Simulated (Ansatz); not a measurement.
# Ru: the crystal squeezed far

Aim: compress Ru (simple hexagonal type) step by step, far beyond the usual range, and follow pressure and electronic structure. Methods of the runs shown: PAW.

Computed with Ansatz 0.2.0 (DFT, PBE, PAW with Ansatz's default frozen-core files, scalar-relativistic, unless a step's input says otherwise).

### 1 Starting point

Symmetry: P6/mmm, No. 191, hexagonal system. Conventional cell: a = 2.601 Å, b = 2.601 Å, c = 2.445 Å, α = 90.00°, β = 90.00°, γ = 120.00°. Ru (site symmetry 6/mmm) has 8 Ru at 2.44 to 2.60 Å as nearest neighbours.

As a file:

```cif
data_structure
_symmetry_space_group_name_H-M 'P6/mmm'
_symmetry_Int_Tables_number 191
_cell_length_a 2.6006
_cell_length_b 2.6006
_cell_length_c 2.4446
_cell_angle_alpha 90.000
_cell_angle_beta 90.000
_cell_angle_gamma 120.000
_cell_volume 14.32
loop_
_atom_site_label
_atom_site_type_symbol
_atom_site_symmetry_multiplicity
_atom_site_Wyckoff_symbol
_atom_site_fract_x
_atom_site_fract_y
_atom_site_fract_z
_atom_site_occupancy
Ru1 Ru 1 a 0.00000 0.00000 0.00000 1
```

The file gives the conventional cell by its symmetry; the runs use the cell typed in the input.

Whether this phase is the stable one at these pressures isn't tested.

### 2 Cell relaxed at zero pressure, PAW

input.yaml reads:

```yaml
crystal:
  lattice:
    - [2.6006499746, 0.0, 0.0]
    - [-1.3003249873, 2.2522289443, 0.0]
    - [0.0, 0.0, 2.4446109761]
  atoms:
    - { symbol: Ru, position: [0.0, 0.0, 0.0] }
kpoints:
  mp_grid: { grid: [17, 17, 15] }
scf:
  occupations: { method: fermi_dirac, width: 0.05 }
hamiltonian:
  xc: pbe
  pseudopotentials: { kind: paw }
output:
  forces: true
  stress: true
relax:
  f_tol: 0.005
  max_steps: 40
  cell: {}
```

Started as:

```sh
$ ansatz run input.yaml --threads 1 --pin off --max-ram 2048MiB --backend cpu --events-out ev --progress --plain --runs-dir out
```

Further steps of the session: Volume scaled by 1, PAW; Shape and atoms relaxed at 0.95 of the volume, PAW; Volume scaled by 0.95, PAW; Shape and atoms relaxed at 0.85 of the volume, PAW; Volume scaled by 0.85, PAW; Shape and atoms relaxed at 0.75 of the volume, PAW; Volume scaled by 0.75, PAW; Shape and atoms relaxed at 0.65 of the volume, PAW; Volume scaled by 0.65, PAW; Shape and atoms relaxed at 0.55 of the volume, PAW; Volume scaled by 0.55, PAW; Shape and atoms relaxed at 0.45 of the volume, PAW; Volume scaled by 0.45, PAW; Shape and atoms relaxed at 0.4 of the volume, PAW; Volume scaled by 0.4, PAW; Volume scaled by 0.4, PAW (partial_waves polarizable).

**Question.** What will these runs give? Wanted: PAW pressure at 0.4 of the volume; PAW; fitted bulk modulus at zero pressure.

The runs gave:

```
                                                     quantity       value
                            PAW pressure at 0.4 of the volume  1748.4 GPa
PAW (partial_waves polarizable) pressure at 0.4 of the volume  1748.4 GPa
                   fitted bulk modulus at zero pressure (PAW)     261 GPa
                                      its pressure derivative        4.26
```

In words: At 0.4 of the starting volume PAW gives 1748 GPa. A third-order Birch-Murnaghan curve fits the range only roughly (B₀ = 261 GPa, B′ = 4.26, misfit at most 10.52 GPa). A fit over so wide a range leans to the high pressures, so B₀ can be off by several per cent. No all-electron run checks these rows here, and frozen cores can fail under such compression. The ions are at rest, and the electrons smeared by 0.05 eV.
